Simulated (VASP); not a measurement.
# ScAl (Pm-3m) in VASP: a series of runs

One crystal, ScAl, is run at these levels: PBEsol; tasks: single point.

Program: VASP 6.6.1. These are calculated values, not measurements. Logs are shortened: lines on timing, memory, paths and dates and some standing lists are left out, and cuts for length are marked.

## Step 1: The structure

It takes space group Pm-3m (No. 221, cubic). Conventional cell: a = 3.370 Å, b = 3.370 Å, c = 3.370 Å, α = 90.00°, β = 90.00°, γ = 90.00°. Sc (site symmetry m-3m) is surrounded by 8 Al at 2.92 Å. Al (site symmetry m-3m) has 8 Sc at 2.92 Å as nearest neighbours.

The cell comes from a database or a generator and needn't be the stable form of this composition.

## Step 2: Single point, PBEsol

File INCAR:

```
SYSTEM = ScAl
PREC     = Accurate       ! precision mode
ENCUT    = 450            ! plane-wave cutoff, eV
EDIFF    = 1E-6           ! SCF threshold, eV
ISMEAR   = 1              ! smearing method
SIGMA    = 0.4            ! smearing width, eV
LREAL    = .False.        ! projectors in reciprocal space
LASPH    = .True.         ! aspherical terms in the spheres
NELM     = 100            ! most SCF steps
ALGO     = Normal         ! electronic algorithm
ISIF     = 2              ! what is computed and relaxed
LWAVE    = .False.        ! write WAVECAR
LCHARG   = .False.        ! write CHGCAR
GGA      = PS             ! functional
ADDGRID  = .False.
```

File KPOINTS:

```
Automatic mesh
0
Gamma
  10 10 10
  0 0 0
```

File POSCAR:

```
ScAl
1.0
    3.3703489700      0.0000000000      0.0000000000
    0.0000000000      3.3703489700      0.0000000000
    0.0000000000      0.0000000000      3.3703489700
Sc Al
1 1
Direct
    0.5000000000      0.5000000000      0.5000000000
    0.0000000000      0.0000000000      0.0000000000
```

Potentials or basis: VASP PAW PBE potentials, release 64 (Sc_sv, Al).

Started as:

```
cat potpaw_PBE.64/Sc_sv/POTCAR potpaw_PBE.64/Al/POTCAR > POTCAR
mpirun -np 1 vasp_std > vasp.out
```

OUTCAR:

```text
SYSTEM = ScAl
   PREC = Accurate
   ENCUT = 450
   EDIFF = 1E-6
   ISMEAR = 1
   LREAL = .False.
   LASPH = .True.
   NELM = 100
   ISIF = 2
   GGA = PS

 Found     56 irreducible k-points:

 Following reciprocal coordinates:
            Coordinates               Weight
  0.000000  0.000000  0.000000      1.000000
  0.100000  0.000000  0.000000      6.000000
  0.200000  0.000000  0.000000      6.000000
  0.300000  0.000000  0.000000      6.000000
  0.400000  0.000000  0.000000      6.000000
  0.500000  0.000000  0.000000      3.000000
   k-points           NKPTS =     56   k-points in BZ     NKDIM =     56   number of bands    NBANDS=     11
   number of dos      NEDOS =    301   number of ions     NIONS =      2
   total plane-waves  NPLWV =  13824
   dimension x,y,z NGX =    24 NGY =   24 NGZ =   24
   dimension x,y,z NGXF=    48 NGYF=   48 NGZF=   48
   ions per type =               1   1
   NGX,Y,Z   is equivalent  to a cutoff of  11.84, 11.84, 11.84 a.u.
   NGXF,Y,Z  is equivalent  to a cutoff of  23.68, 23.68, 23.68 a.u.
 SYSTEM =  ScAl
   PREC   = accura    normal or accurate (medium, high low for compatibility)
   ISTART =      0    job   : 0-new  1-cont  2-samecut
   ICHARG =      2    charge: 1-file 2-atom 10-const
   ISPIN  =      1    spin polarized calculation?
   LNONCOLLINEAR =      F non collinear calculations
   LSORBIT =      F    spin-orbit coupling
   LASPH  =      T    aspherical Exc in radial PAW
   ENCUT  =  450.0 eV  33.07 Ry    5.75 a.u.   5.83  5.83  5.83*2*pi/ulx,y,z
   NELM   =    100;   NELMIN=  2; NELMDL= -5     # of ELM steps
   EDIFF  = 0.1E-05   stopping-criterion for ELM
   LREAL  =      F    real-space projection
   EDIFFG = 0.1E-04   stopping-criterion for IOM
   NSW    =      0    number of steps for IOM
   IBRION =     -1    ionic relax: 0-MD 1-quasi-New 2-CG
   NFREE  =      0    steps in history (QN), initial steepest desc. (CG)
   ISIF   =      2    stress and relaxation
   ISYM   =      2    0-nonsym 1-usesym 2-fastsym
   POTIM  = 0.5000    time-step for ionic-motion
   TEBEG  =    0.0;   TEEND  =   0.0 temperature during run
   PSTRESS=    0.0 pullay stress
   NELECT =      14.0000    total number of electrons
   NUPDOWN=      -1.0000    fix difference up-down
   EMIN   =  10.00;   EMAX   =-10.00  energy-range for DOS
   EFERMI =   0.00;   METHOD = LEGACY
   ISMEAR =     1;   SIGMA  =   0.40  broadening in eV -4-tet -1-fermi 0-gaus
   EFERMI_NEDOS =   21; number of points for ismear=-14 and -15
   IALGO  =     38    algorithm
   IMIX   =      4    mixing-type and parameters
     AMIX     =   0.40;   BMIX     =  1.00
     AMIX_MAG =   1.60;   BMIX_MAG =  1.00
  volume/ion in A,a.u.               =      19.14       129.18
  Fermi-wavevector in a.u.,A,eV,Ry     =   1.170692  2.212287 18.647052  1.370520
  Thomas-Fermi vector in A             =   2.307147
   LORBIT       =      0    0 simple, 1 ext, 2 COOP (PROOUT), +10 PAW based schemes
   GGA     = PS    functional components
   LHFCALC =     F    Hartree Fock is set to
   AEXX    =    0.0000 exact exchange contribution
   IVDW    =     0    specifies the selected vdW correction
   LEPSILON=     F    determine dielectric tensor
   LRPA    =     F    only Hartree local field effects (RPA)
 non-spin polarized calculation
 Methfessel and Paxton  Order N= 1 SIGMA  =   0.40
  energy-cutoff  :      450.00
  volume of cell :       38.28
 maximum number of plane-waves:       852
 NGX is ok and might be reduce to    24
   NGX = 11   NGY = 11   NGZ = 11

 number of electron      13.9999999 magnetization

 Free energy of the ion-electron system (eV)
  ---------------------------------------------------
  ext. energy  EPLUGINS =         0.00000000
  ---------------------------------------------------
  free energy    TOTEN  =       -11.61338614 eV

  energy without entropy =      -11.63254729  energy(sigma->0) =      -11.61977319

 E-fermi :   5.9849     XC(G=0): -10.4078

 val. band max:        5.9668502781   @ k =   0.4000   0.1000   0.1000
 cond. band min:       5.9938913606   @ k =   0.4000   0.4000   0.0000
 fundamental gap:      0.0270410825
 Fermi energy:         5.9848550253

 k-point     1 :       0.0000    0.0000    0.0000
  band No.  band energies     occupation
      1     -43.2631      2.00000
      2     -21.9384      2.00000
      3     -21.9384      2.00000
      4     -21.9384      2.00000
      5      -2.4888      2.00000
      6       5.2938      2.03472
      7       5.2938      2.03472
      8       8.6744     -0.00000
      9       8.6744     -0.00000
     10       8.6744     -0.00000
     11       9.7065     -0.00000

 k-point     2 :       0.1000    0.0000    0.0000
  band No.  band energies     occupation
      1     -43.2618      2.00000
      2     -21.9561      2.00000
      3     -21.9368      2.00000
      4     -21.9368      2.00000
      5      -2.3456      2.00000
      6       5.1457      2.01150
      7       5.3661      2.05103
      8       8.2490     -0.00000
      9       8.2490     -0.00000
     10       8.6955     -0.00000
     11       9.3269     -0.00000

 k-point     3 :       0.2000    0.0000    0.0000
  band No.  band energies     occupation
      1     -43.2581      2.00000
      2     -22.0020      2.00000
      3     -21.9328      2.00000
      4     -21.9328      2.00000
      5      -1.9247      2.00000
      6       4.5497      2.00000
      7       5.5682      2.05784
      8       7.6458     -0.00000
      9       7.6458     -0.00000
     10       8.7516     -0.00000
     11       8.9406     -0.00000

 k-point     4 :       0.3000    0.0000    0.0000
  band No.  band energies     occupation
      1     -43.2534      2.00000
      2     -22.0582      2.00000
      3     -21.9277      2.00000
      4     -21.9277      2.00000
      5      -1.2518      2.00000
      6       3.4744      2.00000
      7       5.8509      1.53304
      8       7.1596     -0.00026
      9       7.1596     -0.00026
     10       8.8227     -0.00000
     11       9.1085     -0.00000

 k-point     5 :       0.4000    0.0000    0.0000
  band No.  band energies     occupation
      1     -43.2497      2.00000
      2     -22.1033      2.00000
      3     -21.9236      2.00000
      4     -21.9236      2.00000
      5      -0.3835      2.00000
      6       2.2402      2.00000
      7       6.1163      0.47572
      8       6.8504     -0.00909
      9       6.8504     -0.00909
     10       8.8817     -0.00000
     11       9.5466     -0.00000

 k-point     6 :       0.5000    0.0000    0.0000
  band No.  band energies     occupation
      1     -43.2482      2.00000
      2     -22.1204      2.00000
      3     -21.9220      2.00000
      4     -21.9220      2.00000
      5       0.3066      2.00000
      6       1.4109      2.00000
      7       6.2294      0.14990
      8       6.7446     -0.02183
      9       6.7446     -0.02183
     10       8.9046     -0.00000
     11       9.7770     -0.00000

 [... further k-points ...]

------------------------ aborting loop because EDIFF is reached ----------------------------------------

  FORCE on cell =-STRESS in cart. coord.  units (eV):
  Direction    XX          YY          ZZ          XY          YZ          ZX
  --------------------------------------------------------------------------------------
  -------------------------------------------------------------------------------------
  Total       -0.4168959     -0.4168959     -0.4168959     -0.0000000     -0.0000000      0.0000000
  in kB      -17.4467122    -17.4467122    -17.4467122     -0.0000000     -0.0000000      0.0000000
  external PRESSURE =     -17.4467122 kB  Pullay stress =       0.0000000 kB

 VOLUME and BASIS-vectors are now :
 -----------------------------------------------------------------------------
  energy-cutoff  :      450.00
  volume of cell :       38.28
      direct lattice vectors                 reciprocal lattice vectors
     3.370348970  0.000000000  0.000000000     0.296705181  0.000000000  0.000000000
     0.000000000  3.370348970  0.000000000     0.000000000  0.296705181  0.000000000
     0.000000000  0.000000000  3.370348970     0.000000000  0.000000000  0.296705181

 POSITION                                       TOTAL-FORCE (eV/Angst)
 -----------------------------------------------------------------------------------
      1.68517      1.68517      1.68517         0.000000      0.000000      0.000000
      0.00000      0.00000      0.00000         0.000000      0.000000      0.000000
 -----------------------------------------------------------------------------------
    total drift:                                0.000000     -0.000000     -0.000000

  FREE ENERGIE OF THE ION-ELECTRON SYSTEM (eV)
  ---------------------------------------------------
  free  energy   TOTEN  =       -11.6133861356 eV

  energy  without entropy=      -11.6325472908  energy(sigma->0) =      -11.61977319
```

It took 7.3 s on 1 thread of Intel Xeon Platinum 8488C (Sapphire Rapids), shared host; peak memory 0.15 GiB.

These settings aren't checked as converged: the numbers below hold their error.

Results:

```yaml
Free_energy: -11.6134 eV
Pressure: -1.7 GPa
Band_gap_on_the_k_mesh: none (metal or under the smearing width)
```

Caveat: the PAW data sets were made with another functional, which shifts forces and pressure a little.

## Step 3: Single point, PBEsol

INCAR, as its differences from that of step 2:

```diff
@@ -5,3 +5,3 @@
 ISMEAR   = 1              ! smearing method
-SIGMA    = 0.4            ! smearing width, eV
+SIGMA    = 0.1            ! smearing width, eV
 LREAL    = .False.        ! projectors in reciprocal space
```

KPOINTS is that of step 2.

POSCAR is that of step 2.

Potentials or basis: VASP PAW PBE potentials, release 64 (Sc_sv, Al).

Started as:

```
cat potpaw_PBE.64/Sc_sv/POTCAR potpaw_PBE.64/Al/POTCAR > POTCAR
mpirun -np 1 vasp_std > vasp.out
```

OUTCAR:

```text
SYSTEM = ScAl
   PREC = Accurate
   ENCUT = 450
   EDIFF = 1E-6
   ISMEAR = 1
   LREAL = .False.
   LASPH = .True.
   NELM = 100
   ISIF = 2
   GGA = PS

 Found     56 irreducible k-points:

 Following reciprocal coordinates:
            Coordinates               Weight
  0.000000  0.000000  0.000000      1.000000
  0.100000  0.000000  0.000000      6.000000
  0.200000  0.000000  0.000000      6.000000
  0.300000  0.000000  0.000000      6.000000
  0.400000  0.000000  0.000000      6.000000
  0.500000  0.000000  0.000000      3.000000
   k-points           NKPTS =     56   k-points in BZ     NKDIM =     56   number of bands    NBANDS=     11
[... 164 lines left out ...]
  --------------------------------------------------------------------------------------
  -------------------------------------------------------------------------------------
  Total       -0.3987995     -0.3987995     -0.3987995      0.0000000      0.0000000      0.0000000
  in kB      -16.6893943    -16.6893943    -16.6893943      0.0000000      0.0000000      0.0000000
  external PRESSURE =     -16.6893943 kB  Pullay stress =       0.0000000 kB

 VOLUME and BASIS-vectors are now :
 -----------------------------------------------------------------------------
  energy-cutoff  :      450.00
  volume of cell :       38.28
      direct lattice vectors                 reciprocal lattice vectors
     3.370348970  0.000000000  0.000000000     0.296705181  0.000000000  0.000000000
     0.000000000  3.370348970  0.000000000     0.000000000  0.296705181  0.000000000
     0.000000000  0.000000000  3.370348970     0.000000000  0.000000000  0.296705181

 POSITION                                       TOTAL-FORCE (eV/Angst)
 -----------------------------------------------------------------------------------
      1.68517      1.68517      1.68517         0.000000      0.000000      0.000000
      0.00000      0.00000      0.00000         0.000000      0.000000      0.000000
 -----------------------------------------------------------------------------------
    total drift:                                0.000000     -0.000000     -0.000000

  FREE ENERGIE OF THE ION-ELECTRON SYSTEM (eV)
  ---------------------------------------------------
  free  energy   TOTEN  =       -11.6190633411 eV

  energy  without entropy=      -11.6184412130  energy(sigma->0) =      -11.61885597
```

stdout:

```text
POSCAR found type information on POSCAR ScAl
 POSCAR found :  2 types and       2 ions
 scaLAPACK will be used
 -----------------------------------------------------------------------------
|                                                                             |
|                                                                             |
|     You enforced a specific xc type in the INCAR file but a different       |
|     I HOPE YOU KNOW WHAT YOU ARE DOING!                                     |
|                                                                             |
 -----------------------------------------------------------------------------

 LDA part: xc-table for (Slater+PW92), standard interpolation
 POSCAR, INCAR and KPOINTS ok, starting setup
 FFT: planning ... GRIDC
 FFT: planning ... GRID_SOFT
 FFT: planning ... GRID
 WAVECAR not read
 entering main loop
```

Wall time 6.9 s (1 thread of Intel Xeon Platinum 8488C (Sapphire Rapids), shared host); peak memory 0.15 GiB.

The run converged, but some of its settings lie outside the range that counts as converged, so its numbers aren't taken as properties of the crystal.

What came out:

```
Free energy            : -11.6191 eV
Pressure               : -1.7 GPa
Band gap on the k mesh : none (metal or under the smearing width)
```

Caveat: the PAW data sets were made with another functional, which shifts forces and pressure a little.

## Step 4: Single point, PBEsol

INCAR, as its differences from that of step 3:

```diff
@@ -5,3 +5,3 @@
 ISMEAR   = 1              ! smearing method
-SIGMA    = 0.1            ! smearing width, eV
+SIGMA    = 0.05           ! smearing width, eV
 LREAL    = .False.        ! projectors in reciprocal space
```

KPOINTS is that of step 3.

POSCAR is that of step 3.

Potentials or basis: VASP PAW PBE potentials, release 64 (Sc_sv, Al).

Started as:

```
cat potpaw_PBE.64/Sc_sv/POTCAR potpaw_PBE.64/Al/POTCAR > POTCAR
mpirun -np 1 vasp_std > vasp.out
```

OUTCAR:

```text
SYSTEM = ScAl
   PREC = Accurate
   ENCUT = 450
   EDIFF = 1E-6
   ISMEAR = 1
   LREAL = .False.
   LASPH = .True.
   NELM = 100
   ISIF = 2
   GGA = PS

 Found     56 irreducible k-points:

 Following reciprocal coordinates:
            Coordinates               Weight
  0.000000  0.000000  0.000000      1.000000
  0.100000  0.000000  0.000000      6.000000
  0.200000  0.000000  0.000000      6.000000
  0.300000  0.000000  0.000000      6.000000
  0.400000  0.000000  0.000000      6.000000
  0.500000  0.000000  0.000000      3.000000
   k-points           NKPTS =     56   k-points in BZ     NKDIM =     56   number of bands    NBANDS=     11
[... 164 lines left out ...]
  --------------------------------------------------------------------------------------
  -------------------------------------------------------------------------------------
  Total       -0.3977978     -0.3977978     -0.3977978      0.0000000      0.0000000     -0.0000000
  in kB      -16.6474754    -16.6474754    -16.6474754      0.0000000      0.0000000     -0.0000000
  external PRESSURE =     -16.6474754 kB  Pullay stress =       0.0000000 kB

 VOLUME and BASIS-vectors are now :
 -----------------------------------------------------------------------------
  energy-cutoff  :      450.00
  volume of cell :       38.28
      direct lattice vectors                 reciprocal lattice vectors
     3.370348970  0.000000000  0.000000000     0.296705181  0.000000000  0.000000000
     0.000000000  3.370348970  0.000000000     0.000000000  0.296705181  0.000000000
     0.000000000  0.000000000  3.370348970     0.000000000  0.000000000  0.296705181

 POSITION                                       TOTAL-FORCE (eV/Angst)
 -----------------------------------------------------------------------------------
      1.68517      1.68517      1.68517         0.000000      0.000000      0.000000
      0.00000      0.00000      0.00000         0.000000      0.000000      0.000000
 -----------------------------------------------------------------------------------
    total drift:                                0.000000     -0.000000     -0.000000

  FREE ENERGIE OF THE ION-ELECTRON SYSTEM (eV)
  ---------------------------------------------------
  free  energy   TOTEN  =       -11.6189044806 eV

  energy  without entropy=      -11.6190541722  energy(sigma->0) =      -11.61895438
```

OSZICAR:

```text
N       E                     dE             d eps       ncg     rms          rms(c)
DAV:   1     0.126098645341E+03    0.12610E+03   -0.64490E+03  1296   0.105E+03
DAV:   2    -0.963153736927E+01   -0.13573E+03   -0.13343E+03  1363   0.398E+02
DAV:   3    -0.127565897261E+02   -0.31251E+01   -0.29387E+01  1904   0.721E+01
DAV:   4    -0.128185720547E+02   -0.61982E-01   -0.61721E-01  1995   0.762E+00
DAV:   5    -0.128191237216E+02   -0.55167E-03   -0.54804E-03  1676   0.673E-01    0.755E+00
DAV:   6    -0.116798268221E+02    0.11393E+01   -0.37456E+00  1960   0.255E+01    0.220E+00
DAV:   7    -0.116336666781E+02    0.46160E-01   -0.13653E-01  2084   0.402E+00    0.904E-01
DAV:   8    -0.116194378347E+02    0.14229E-01   -0.13660E-02  1647   0.138E+00    0.218E-01
DAV:   9    -0.116189202888E+02    0.51755E-03   -0.16383E-03  2025   0.575E-01    0.110E-01
DAV:  10    -0.116189045266E+02    0.15762E-04   -0.68993E-05  2014   0.897E-02    0.381E-02
DAV:  11    -0.116189044806E+02    0.45947E-07   -0.24415E-06  1518   0.123E-02
   1 F= -.11618904E+02 E0= -.11618954E+02  d E =0.149692E-03
```

stdout:

```text
POSCAR found type information on POSCAR ScAl
 POSCAR found :  2 types and       2 ions
 scaLAPACK will be used
 -----------------------------------------------------------------------------
|                                                                             |
|                                                                             |
|     You enforced a specific xc type in the INCAR file but a different       |
|     I HOPE YOU KNOW WHAT YOU ARE DOING!                                     |
|                                                                             |
 -----------------------------------------------------------------------------

 LDA part: xc-table for (Slater+PW92), standard interpolation
 POSCAR, INCAR and KPOINTS ok, starting setup
 FFT: planning ... GRIDC
 FFT: planning ... GRID_SOFT
 FFT: planning ... GRID
 WAVECAR not read
 entering main loop
```

Wall time 6.4 s (1 thread of Intel Xeon Platinum 8488C (Sapphire Rapids), shared host); peak memory 0.15 GiB.

These settings aren't checked as converged: the numbers below hold their error.

What came out:

- Free energy: -11.6189 eV
- Pressure: -1.7 GPa
- Band gap on the k mesh: none (metal or under the smearing width)

Caveat: the PAW data sets were made with another functional, which shifts forces and pressure a little.

## Step 5: Single point, PBEsol

INCAR, as its differences from that of step 4:

```diff
@@ -5,3 +5,3 @@
 ISMEAR   = 1              ! smearing method
-SIGMA    = 0.05           ! smearing width, eV
+SIGMA    = 0.02           ! smearing width, eV
 LREAL    = .False.        ! projectors in reciprocal space
```

KPOINTS is that of step 4.

POSCAR is that of step 4.

Started as:

```
cat potpaw_PBE.64/Sc_sv/POTCAR potpaw_PBE.64/Al/POTCAR > POTCAR
mpirun -np 1 vasp_std > vasp.out
```

It took 6.4 s on 1 thread of Intel Xeon Platinum 8488C (Sapphire Rapids), shared host; peak memory 0.15 GiB.

These settings aren't checked as converged: the numbers below hold their error.

Results:

- Free energy: -11.6189 eV
- Pressure: -1.7 GPa
- Band gap on the k mesh: none (metal or under the smearing width)

Caveat: the PAW data sets were made with another functional, which shifts forces and pressure a little.
